## CdSe under compression: how large is the gap in the two smallest cells?

Wurtzite CdSe is squeezed and stretched at fixed shape, and the atoms relax inside each cell. The gaps of the two most compressed cells are hidden. The task is to forecast them from the other seven rows, with an error bar set before looking.

Wurtzite CdSe computed with Ansatz 0.2.0 using r2SCAN with spin–orbit coupling, PAW and plane waves (cutoff 500 eV), a 12×12×4 k mesh and Fermi–Dirac smearing of 0.02 eV. The cells are scaled uniformly, with the atoms relaxed in r2SCAN, and the search for the band edges is not limited to the mesh points.

```tsv
volume (Å³/atom)	c/a	shortest distance (Å)	band gap (eV)	least direct gap (eV)
25.541	1.6303	2.550	?	?
26.347	1.6303	2.576	?	?
27.171	1.6303	2.603	1.135	1.135
28.011	1.6303	2.629	1.063	1.063
28.868	1.6303	2.655	0.991	0.991
29.743	1.6303	2.682	0.919	0.919
30.635	1.6303	2.709	0.848	0.848
31.545	1.6303	2.734	0.779	0.779
32.473	1.6303	2.761	0.710	0.710
```

**What the known rows say.** The gap falls at every step as the volume grows, from 1.135 eV at 27.171 Å³/atom to 0.710 eV at 32.473 Å³/atom. The band gap and the least direct gap are equal in each of these rows, so an electron can cross the gap without a change of crystal momentum. Wherever the calculation lists the positions of the band edges, both lie at Γ, the centre of the Brillouin zone. All seven cells are in the same non-magnetic insulating state, so they can be read as one trend.

**Why squeezing should open the gap.** A simpler system shows the idea. In the hydrogen molecule, bringing the atoms closer strengthens the overlap of their orbitals and pushes the antibonding level further above the bonding one. The lowest empty state of CdSe at Γ is also antibonding, built mainly from s orbitals of Cd and Se, and shorter bonds drive it up relative to the filled bands.

The comparison with the molecule ends at the valence top, which is not the bonding partner of that empty state. It consists mainly of Se p orbitals with some Cd d mixed in. The p–d mixing pushes the valence top upward and grows as the bonds shorten, so it takes back part of the opening. This account of the orbitals is standard bonding theory; the table shows only the net result, the change of the gap.

The picture also tells what to ask of a neighbouring semiconductor: is its conduction edge an antibonding s state too? If so, compression should tend to open its gap. If the edge has another character or lies elsewhere in the Brillouin zone, the argument has to be made afresh.

**From the picture to a number.** The simplest assumption is that equal relative changes of volume $V$ change the gap $E_g$ by equal amounts. The constant of proportionality is the volume deformation potential $a$:

$$a=\frac{dE_g}{d\ln V}\quad\Rightarrow\quad E_g(V)=E_g(V_0)+a\,\ln\frac{V}{V_0}.$$

A straight line in $\ln V$, fitted to the seven known rows, gives $a=-2.388$ eV. In practical terms, 1 % less volume opens the gap by about 24 meV. The formula is a local law with a fitted slope, and it would hold equally well if the orbital story were different.

For the smallest cell, take the row at 28.868 Å³/atom, which is close to zero pressure and was part of the fit, as the starting point $V_0$:

$$E_g = 0.991 + 2.388\,\ln\frac{28.868}{25.541} = 0.991+0.292 = 1.283\ \text{eV}.$$

**How far to trust it.** Between neighbouring known rows the slope varies by only about 2 %, but it may drift further outside their range. I allow 5 % of the slope over the logarithmic distance beyond the smallest known cell, and add 0.001 eV for rounding. This is a judgement, not a statistical confidence interval.

Two other laws show what is at stake in the choice of formula. If the gap followed the orbital couplings, taken to vary as the inverse square of the bond length, it would be a line in $V^{-2/3}$. That line steepens more under compression than the logarithm does, while a plain line in $V$ does not steepen at all. Both fit the seven known rows less well, with typical misses of 2 to 4 meV against 0.4 meV for the logarithm. If the logarithm remains the better guide in the smaller cells, the first line should come out too high there and the second too low.

**Forecasts.**

- At 26.347 Å³/atom: 1.209 ± 0.005 eV.
- At 25.541 Å³/atom: 1.283 ± 0.008 eV.
- The gap stays direct in both cells, so the same values apply to the least direct gap.

The withheld rows as computed:

```tsv
volume (Å³/atom)	c/a	shortest distance (Å)	band gap (eV)	least direct gap (eV)
25.541	1.6303	2.550	1.279	1.279
26.347	1.6303	2.576	1.207	1.207
```

**What came out.** Both gaps lie inside their error bars, and both are still direct. The forecasts are too high by about 2 meV at 26.347 Å³/atom and 4 meV at 25.541 Å³/atom. The larger miss is about 3 % of the rise from the smallest known cell, which is $1.279-1.135=0.144$ eV.

The two other laws fail in the expected directions. For the smallest cell, the line in $V^{-2/3}$ is about 20 meV too high and the line in $V$ about 18 meV too low. The sign and size of the $V^{-2/3}$ line were fitted, so only its curvature was on trial, and it is too strong. The rule does not supply the size either: a gap simply proportional to $V^{-2/3}$ would have $a=-\tfrac{2}{3}E_g$, about $-0.661$ eV near zero pressure, less than a third of the fitted slope. A likely reason is that the rule describes one coupling, whereas the gap is a difference between two edges that respond in different ways.

**What the small miss means.** The logarithmic law asked for a rise of 0.074 eV in each of the two hidden steps, and the calculation gives 0.072 eV in each. The deformation potential is therefore slightly weaker in the most compressed cells than the fitted average. The known rows already hinted at this. The cells are equal steps of 1 % in length, and the three known steps between 29.743 and 27.171 Å³/atom are 0.072 eV each, so repeating that step would have given both hidden gaps to the digit. On this side the gap is close to a line in the lattice constant. The logarithm won the fit over all seven rows, where the steps shrink to 0.069 eV in the most expanded cells, but the nearest rows were the better guide for extrapolation. A push of the Cd d states on the valence top would act in this direction if it grew faster and faster as the cell shrinks. That is a guess: testing it would need the orbital make-up of the band edges at each volume.

**What can be used in practice.** The pressures computed for the two cells on either side of 28.868 Å³/atom give a bulk modulus of about 51 GPa. Dividing the size of the deformation potential by it gives a gap rise of about 46 meV per GPa near zero pressure. A uniform pressure of 0.1 GPa would thus shift the gap by about 5 meV. This figure should not be carried unchanged to the smallest cells, because the crystal stiffens as it is squeezed. Between the two smallest cells the computed pressure rises by about 2.5 GPa and the gap by only 0.072 eV, which is less than 30 meV per GPa.

Those cells also need a caution of their own. The smallest known cell, at 27.171 Å³/atom, is already at about 3.5 GPa, and real CdSe turns into the rock-salt structure at a few GPa. The two forecasts therefore concern a wurtzite crystal that is probably only metastable.

The absolute gaps need a correction that the slope does not supply. Near zero pressure this r2SCAN calculation, with spin–orbit coupling included, gives 0.991 eV. This is well below the measured gap, as is usual for semilocal functionals such as r2SCAN. The starting gap is therefore better taken from a measurement. These rows can supply an estimate of the shift with volume, though its accuracy is not tested here.

The fits and the misses of all three laws are in the output below.

Numerical output:

```
fit of band_gap on 7 rows: constant 9.019 +/- 0.011, coefficient of lv -2.388 +/- 0.0032; rms 0.00042, worst 30.635 0.00076, leave-one-out rms 0.000572
  rows outside the fit (model, value, miss): 25.541 1.283, 1.279, 0.00396; 26.347 1.209, 1.207, 0.00178
fit of band_gap on 7 rows: constant -2.659 +/- 0.027, coefficient of vpow 34.33 +/- 0.26; rms 0.00236, worst 27.171 0.00374, leave-one-out rms 0.0039
  rows outside the fit (model, value, miss): 25.541 1.299, 1.279, 0.0197; 26.347 1.218, 1.207, 0.0105
fit of band_gap on 7 rows: constant 3.31 +/- 0.029, coefficient of vol -0.08023 +/- 0.00096; rms 0.00379, worst 32.473 -0.00552, leave-one-out rms 0.0061
  rows outside the fit (model, value, miss): 25.541 1.261, 1.279, -0.0183; 26.347 1.196, 1.207, -0.011
Forecast gap at 26.347 (eV): 1.209
Error bar at 26.347 (eV, plus or minus): 0.004676
Forecast gap at 25.541 (eV): 1.283
Error bar at 25.541 (eV, plus or minus): 0.008385
Smallest gap rise per unit fall of ln V between known neighbours (eV): 2.357
Largest gap rise per unit fall of ln V between known neighbours (eV): 2.411
Gap change for 1 % change of all lengths (meV): 71.63
Bulk modulus near zero pressure (GPa): 51.38
Gap rise per pressure near zero pressure (meV/GPa): 46.46
Computed less forecast gap at 26.347 (meV): -1.776
Computed less forecast gap at 25.541 (meV): -3.956
Largest difference of direct gap and gap in withheld rows (eV): 0
```
